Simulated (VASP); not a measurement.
# AlNi3 (Pm-3m) in VASP: notebook

The runs below take AlNi3 through single point, with PBEsol.

Everything below comes from runs of VASP 6.6.1. Logs are shortened: lines on timing, memory, paths and dates and some standing lists are left out, and cuts for length are marked.

## Step 1: The crystal as given

It takes space group Pm-3m (No. 221, cubic). The conventional cell has a = 3.568 Å, b = 3.568 Å, c = 3.568 Å, α = 90.00°, β = 90.00°, γ = 90.00°. Al (site symmetry m-3m) has 12 Ni at 2.52 Å as nearest neighbours. Ni (site symmetry 4/mmm) has 4 Al at 2.52 Å and 8 Ni at 2.52 Å as nearest neighbours.

The cell was built by a generator and isn't the measured one.

## Step 2: Single point, PBEsol, collinear spin, typed start

INCAR

```
SYSTEM = AlNi3
PREC = Accurate
ENCUT = 520
EDIFF = 1E-6
ISMEAR = 0
SIGMA = 0.1
LREAL = .FALSE.
LASPH = .TRUE.
NELM = 150
ALGO = Normal
ISIF = 2
LWAVE = .FALSE.
LCHARG = .TRUE.
ISPIN = 2
MAGMOM = 0 0.5 0.5 0.5
LORBIT = 11
LMAXMIX = 4
GGA = PS
LELF = .TRUE.
LVHAR = .TRUE.
NBANDS = 28
```

KPOINTS

```
Automatic mesh
0
G
  6 6 6
  0 0 0
```

POSCAR

```
AlNi3
1.0
    3.5680000000      0.0000000000      0.0000000000
    0.0000000000      3.5680000000      0.0000000000
    0.0000000000      0.0000000000      3.5680000000
Al Ni
1 3
Direct
    0.0000000000      0.0000000000      0.0000000000
    0.0000000000      0.5000000000      0.5000000000
    0.5000000000      0.0000000000      0.5000000000
    0.5000000000      0.5000000000      0.0000000000
```

Potentials or basis: VASP PAW PBE potentials, release 64 (Al, Ni).

Started as:

```console
> cat potpaw_PBE.64/Al/POTCAR potpaw_PBE.64/Ni/POTCAR > POTCAR
> mpirun -np 1 vasp_std > vasp.out
```

OUTCAR:

```text
SYSTEM = AlNi3
   PREC = Accurate
   ENCUT = 520
   EDIFF = 1E-6
   ISMEAR = 0
   LREAL = .FALSE.
   LASPH = .TRUE.
   NELM = 150
   ISIF = 2
   ISPIN = 2
   LORBIT = 11
   GGA = PS

 ion  position               nearest neighbor table
   1  0.000  0.000  0.000-   2 2.52   3 2.52   4 2.52   2 2.52   3 2.52   2 2.52   4 2.52   2 2.52
                             3 2.52   4 2.52   3 2.52   4 2.52
   2  0.000  0.500  0.500-   1 2.52   3 2.52   4 2.52   1 2.52   4 2.52   1 2.52   3 2.52   1 2.52
                             3 2.52   4 2.52   4 2.52   3 2.52
   3  0.500  0.000  0.500-   1 2.52   2 2.52   4 2.52   1 2.52   4 2.52   2 2.52   4 2.52   4 2.52
                             1 2.52   2 2.52   1 2.52   2 2.52
   4  0.500  0.500  0.000-   1 2.52   2 2.52   3 2.52   2 2.52   3 2.52   1 2.52   3 2.52   3 2.52
                             1 2.52   2 2.52   2 2.52   1 2.52

  LATTYP: Found a simple cubic cell.
 ALAT       =     3.5680000000

  Lattice vectors:

 A1 = (   3.5680000000,   0.0000000000,   0.0000000000)
 A2 = (   0.0000000000,   3.5680000000,   0.0000000000)
 A3 = (   0.0000000000,   0.0000000000,   3.5680000000)

Analysis of symmetry for initial positions (statically):
=====================================================================
 Subroutine PRICEL returns:
 Original cell was already a primitive cell.

 Routine SETGRP: Setting up the symmetry group for a
 simple cubic supercell.

 Subroutine GETGRP returns: Found 48 space group operations
 (whereof 48 operations were pure point group operations)
 out of a pool of 48 trial point group operations.

The static configuration has the point symmetry O_h .

Analysis of symmetry for dynamics (positions and initial velocities):
=====================================================================
 Subroutine PRICEL returns:
 Original cell was already a primitive cell.

 Routine SETGRP: Setting up the symmetry group for a
 simple cubic supercell.

 Subroutine GETGRP returns: Found 48 space group operations
 (whereof 48 operations were pure point group operations)
 out of a pool of 48 trial point group operations.

The dynamic configuration has the point symmetry O_h .

Analysis of structural, dynamic, and magnetic symmetry:
=====================================================================
 Subroutine PRICEL returns:
 Original cell was already a primitive cell.

 Routine SETGRP: Setting up the symmetry group for a
 simple cubic supercell.

 Subroutine GETGRP returns: Found 48 space group operations
 (whereof 48 operations were pure point group operations)
 out of a pool of 48 trial point group operations.

The overall configuration has the point symmetry O_h .

 Subroutine INISYM returns: Found 48 space group operations
 (whereof 48 operations are pure point group operations),
 and found     1 'primitive' translations

----------------------------------------------------------------------------------------

                                     Primitive cell

  volume of cell :      45.4229

  direct lattice vectors                    reciprocal lattice vectors
     3.568000000  0.000000000  0.000000000     0.280269058  0.000000000  0.000000000
     0.000000000  3.568000000  0.000000000     0.000000000  0.280269058  0.000000000
     0.000000000  0.000000000  3.568000000     0.000000000  0.000000000  0.280269058

  length of vectors
     3.568000000  3.568000000  3.568000000     0.280269058  0.280269058  0.280269058

  position of ions in fractional coordinates (direct lattice)
     0.000000000  0.000000000  0.000000000
     0.000000000  0.500000000  0.500000000
     0.500000000  0.000000000  0.500000000
     0.500000000  0.500000000  0.000000000

  ion indices of the primitive-cell ions
   primitive index   ion index
                 1           1
                 2           2
                 3           3
                 4           4

----------------------------------------------------------------------------------------

 KPOINTS: Automatic mesh

Automatic generation of k-mesh.
 Grid dimensions read from file:
 generate k-points for:    6    6    6

 Generating k-lattice:

  Cartesian coordinates                     Fractional coordinates (reciprocal lattice)
     0.046711510  0.000000000  0.000000000     0.166666667  0.000000000  0.000000000
     0.000000000  0.046711510  0.000000000     0.000000000  0.166666667  0.000000000
     0.000000000  0.000000000  0.046711510     0.000000000  0.000000000  0.166666667

  Length of vectors
     0.046711510  0.046711510  0.046711510

  Shift w.r.t. Gamma in fractional coordinates (k-lattice)
     0.000000000  0.000000000  0.000000000

 Subroutine IBZKPT returns following result:
 ===========================================

 Found     20 irreducible k-points:

 Following reciprocal coordinates:
            Coordinates               Weight
  0.000000  0.000000  0.000000      1.000000
  0.166667  0.000000  0.000000      6.000000
  0.333333  0.000000  0.000000      6.000000
  0.500000  0.000000  0.000000      3.000000
  0.166667  0.166667  0.000000     12.000000
  0.333333  0.166667  0.000000     24.000000
[... 12 lines left out ...]
  0.500000  0.500000  0.333333      6.000000
  0.500000  0.500000  0.500000      1.000000
   k-points           NKPTS =     20   k-points in BZ     NKDIM =     20   number of bands    NBANDS=     28
   number of dos      NEDOS =    301   number of ions     NIONS =      4
   total plane-waves  NPLWV =  21952
   dimension x,y,z NGX =    28 NGY =   28 NGZ =   28
   dimension x,y,z NGXF=    56 NGYF=   56 NGZF=   56
   ions per type =               1   3
   NGX,Y,Z   is equivalent  to a cutoff of  13.05, 13.05, 13.05 a.u.
   NGXF,Y,Z  is equivalent  to a cutoff of  26.09, 26.09, 26.09 a.u.
 SYSTEM =  AlNi3
   PREC   = accura    normal or accurate (medium, high low for compatibility)
   ISTART =      0    job   : 0-new  1-cont  2-samecut
   ICHARG =      2    charge: 1-file 2-atom 10-const
   ISPIN  =      2    spin polarized calculation?
   LNONCOLLINEAR =      F non collinear calculations
   LSORBIT =      F    spin-orbit coupling
   LASPH  =      T    aspherical Exc in radial PAW
   ENCUT  =  520.0 eV  38.22 Ry    6.18 a.u.   6.63  6.63  6.63*2*pi/ulx,y,z
   NELM   =    150;   NELMIN=  2; NELMDL= -5     # of ELM steps
   EDIFF  = 0.1E-05   stopping-criterion for ELM
   LREAL  =      F    real-space projection
   EDIFFG = 0.1E-04   stopping-criterion for IOM
   NSW    =      0    number of steps for IOM
   IBRION =     -1    ionic relax: 0-MD 1-quasi-New 2-CG
   NFREE  =      0    steps in history (QN), initial steepest desc. (CG)
   ISIF   =      2    stress and relaxation
   ISYM   =      2    0-nonsym 1-usesym 2-fastsym
   POTIM  = 0.5000    time-step for ionic-motion
   TEBEG  =    0.0;   TEEND  =   0.0 temperature during run
   PSTRESS=    0.0 pullay stress
   NELECT =      33.0000    total number of electrons
   NUPDOWN=      -1.0000    fix difference up-down
   EMIN   =  10.00;   EMAX   =-10.00  energy-range for DOS
   EFERMI =   0.00;   METHOD = LEGACY
   ISMEAR =     0;   SIGMA  =   0.10  broadening in eV -4-tet -1-fermi 0-gaus
   EFERMI_NEDOS =   21; number of points for ismear=-14 and -15
   IALGO  =     38    algorithm
   IMIX   =      4    mixing-type and parameters
     AMIX     =   0.40;   BMIX     =  1.00
     AMIX_MAG =   1.60;   BMIX_MAG =  1.00
  volume/ion in A,a.u.               =      11.36        76.63
  Fermi-wavevector in a.u.,A,eV,Ry     =   1.471707  2.781123 29.469143  2.165921
  Thomas-Fermi vector in A             =   2.586810
   LORBIT       =     11    0 simple, 1 ext, 2 COOP (PROOUT), +10 PAW based schemes
   GGA     = PS    functional components
   LHFCALC =     F    Hartree Fock is set to
   AEXX    =    0.0000 exact exchange contribution
   IVDW    =     0    specifies the selected vdW correction
   LEPSILON=     F    determine dielectric tensor
   LRPA    =     F    only Hartree local field effects (RPA)
 spin polarized calculation
 Gauss-broadening in eV      SIGMA  =   0.10
  energy-cutoff  :      520.00
  volume of cell :       45.42
 maximum number of plane-waves:      1237
 NGX is ok and might be reduce to    28
   NGX = 13   NGY = 13   NGZ = 13

 number of electron      33.0000022 magnetization       0.7160046

 Free energy of the ion-electron system (eV)
  ---------------------------------------------------
  ext. energy  EPLUGINS =         0.00000000
  ---------------------------------------------------
  free energy    TOTEN  =       -24.25778090 eV

  energy without entropy =      -24.23983887  energy(sigma->0) =      -24.24880989

 E-fermi :   9.2419     XC(G=0): -12.7973

 val. band max:        9.2321562191   @ k =   0.3333   0.3333   0.1667
 cond. band min:       9.2641297969   @ k =   0.0000   0.0000   0.0000
 fundamental gap:      0.0319735778
 Fermi energy:         9.2418848424

 spin component 1

 k-point     1 :       0.0000    0.0000    0.0000
  band No.  band energies     occupation
      1      -0.6620      1.00000
      2       4.9814      1.00000
      3       5.6437      1.00000
      4       5.6437      1.00000
      5       5.9854      1.00000
      6       5.9854      1.00000
[... 609 lines left out ...]
     27      28.9993      0.00000
     28      28.9993      0.00000
 Fermi energy:         9.2418848424

 spin component 2

 k-point     1 :       0.0000    0.0000    0.0000
  band No.  band energies     occupation
      1      -0.6831      1.00000
      2       5.0790      1.00000
      3       5.7944      1.00000
      4       5.7944      1.00000
      5       6.2605      1.00000
      6       6.2605      1.00000
[... 609 lines left out ...]
     27      28.9728      0.00000
     28      28.9728      0.00000

------------------------ aborting loop because EDIFF is reached ----------------------------------------

  FORCE on cell =-STRESS in cart. coord.  units (eV):
  Direction    XX          YY          ZZ          XY          YZ          ZX
  --------------------------------------------------------------------------------------
  -------------------------------------------------------------------------------------
  Total       -2.0914247     -2.0914247     -2.0914247     -0.0000000     -0.0000000      0.0000000
  in kB      -73.7697438    -73.7697438    -73.7697438     -0.0000000     -0.0000000      0.0000000
  external PRESSURE =     -73.7697438 kB  Pullay stress =       0.0000000 kB

 VOLUME and BASIS-vectors are now :
 -----------------------------------------------------------------------------
  energy-cutoff  :      520.00
  volume of cell :       45.42
      direct lattice vectors                 reciprocal lattice vectors
     3.568000000  0.000000000  0.000000000     0.280269058  0.000000000  0.000000000
     0.000000000  3.568000000  0.000000000     0.000000000  0.280269058  0.000000000
     0.000000000  0.000000000  3.568000000     0.000000000  0.000000000  0.280269058

 POSITION                                       TOTAL-FORCE (eV/Angst)
 -----------------------------------------------------------------------------------
      0.00000      0.00000      0.00000         0.000000      0.000000      0.000000
      0.00000      1.78400      1.78400         0.000000      0.000000      0.000000
      1.78400      0.00000      1.78400         0.000000      0.000000      0.000000
      1.78400      1.78400      0.00000         0.000000      0.000000      0.000000
 -----------------------------------------------------------------------------------
    total drift:                                0.000000      0.000000      0.000000

  FREE ENERGIE OF THE ION-ELECTRON SYSTEM (eV)
  ---------------------------------------------------
  free  energy   TOTEN  =       -24.2577809005 eV

  energy  without entropy=      -24.2398388722  energy(sigma->0) =      -24.24880989

 total charge

# of ion       s       p       d       tot
------------------------------------------
    1        0.406   0.388   0.000   0.794
    2        0.494   0.515   8.376   9.385
    3        0.494   0.515   8.376   9.385
    4        0.494   0.515   8.376   9.385
--------------------------------------------------
tot          1.888   1.933  25.128  28.949

 magnetization (x)

# of ion       s       p       d       tot
------------------------------------------
    1       -0.000  -0.008   0.000  -0.009
    2       -0.003  -0.008   0.264   0.254
    3       -0.003  -0.008   0.264   0.254
    4       -0.003  -0.008   0.264   0.254
--------------------------------------------------
tot         -0.008  -0.033   0.793   0.753
```

It took 59 s on 1 thread of Intel Xeon Platinum 8259CL at 2.50GHz (Skylake/Cascade Lake), shared host; peak memory 0.19 GiB.

What came out:

```
Free energy                                           : -24.2578 eV
Pressure                                              : -7.4 GPa
Band gap on the k mesh                                : none (metal or under the smearing width)
Net moment                                            : 0.72 μB per cell
Site moments                                          : Al -0.01; Ni +0.25 μB
Valence electrons inside the program's atomic spheres : Al 0.79; Ni 9.38
```

Caveat: the PAW data sets were made with another functional, which shifts forces and pressure a little.

## Step 3: Single point, PBEsol, collinear spin, typed start

INCAR

```
PREC = Accurate
ENCUT = 520
EDIFF = 1E-6
ISMEAR = 0
SIGMA = 0.1
LREAL = False
LASPH = True
NELM = 150
ALGO = Normal
ISIF = 2
LWAVE = False
LCHARG = True
ISPIN = 2
MAGMOM = 0 0.5 0.5 0.5
LORBIT = 11
LMAXMIX = 4
GGA = PS
LELF = True
LVHAR = True
NBANDS = 28
```

KPOINTS

```
Automatic mesh
0
Gamma
  10 10 10
```

POSCAR is that of step 2.

Potentials or basis: VASP PAW PBE potentials, release 64 (Al, Ni).

Started as:

```console
> cat potpaw_PBE.64/Al/POTCAR potpaw_PBE.64/Ni/POTCAR > POTCAR
> mpirun -np 1 vasp_std > vasp.out
```

Wall time 2.4 min (1 thread of Intel Xeon Platinum 8259CL at 2.50GHz (Skylake/Cascade Lake), shared host); peak memory 0.24 GiB.

It converged, with:

```yaml
Free_energy: -24.2553 eV
Pressure: -7.7 GPa
Band_gap_on_the_k_mesh: none (metal or under the smearing width)
Net_moment: 0.71 μB per cell
Site_moments: Al -0.01; Ni +0.25 μB
Valence_electrons_inside_the_program's_atomic_spheres: Al 0.79; Ni 9.38
```

Levels at points of the mesh, in eV from the Fermi level:
Spin up:
```
           k point  band 13  band 14  band 15  band 16  band 17  band 18  band 19  band 20  band 21  band 22
(0.00, 0.00, 0.00)    -0.25    -0.07    -0.07    -0.07     0.87     0.87     0.87     6.51     6.51     7.23
(0.50, 0.00, 0.00)    -1.20    -1.13    -1.02    -0.48    -0.07     5.47     5.47     5.54     5.54     6.42
(0.50, 0.50, 0.00)    -1.27    -1.17    -0.96    -0.94    -0.56     0.83     0.83     8.11     8.12     8.12
(0.50, 0.50, 0.50)    -1.26    -1.05    -1.05    -0.24    -0.24    -0.24    -0.18     3.36     3.97     3.97
```
Spin down:
| k point | band 12 | band 13 | band 14 | band 15 | band 16 | band 17 | band 18 | band 19 | band 20 | band 21 |
| --- | --- | --- | --- | --- | --- | --- | --- | --- | --- | --- |
| (0.00, 0.00, 0.00) | -0.35 | 0.02 | 0.33 | 0.33 | 0.33 | 0.84 | 0.84 | 0.84 | 6.60 | 6.60 |
| (0.50, 0.00, 0.00) | -0.97 | -0.91 | -0.91 | -0.79 | -0.28 | 0.33 | 5.53 | 5.53 | 5.59 | 5.59 |
| (0.50, 0.50, 0.00) | -1.08 | -1.08 | -1.04 | -0.75 | -0.59 | -0.42 | 1.11 | 1.11 | 8.14 | 8.16 |
| (0.50, 0.50, 0.50) | -1.10 | -1.10 | -0.86 | -0.86 | -0.19 | 0.11 | 0.11 | 0.11 | 3.46 | 4.16 |

Caveat: the PAW data sets were made with another functional, which shifts forces and pressure a little.
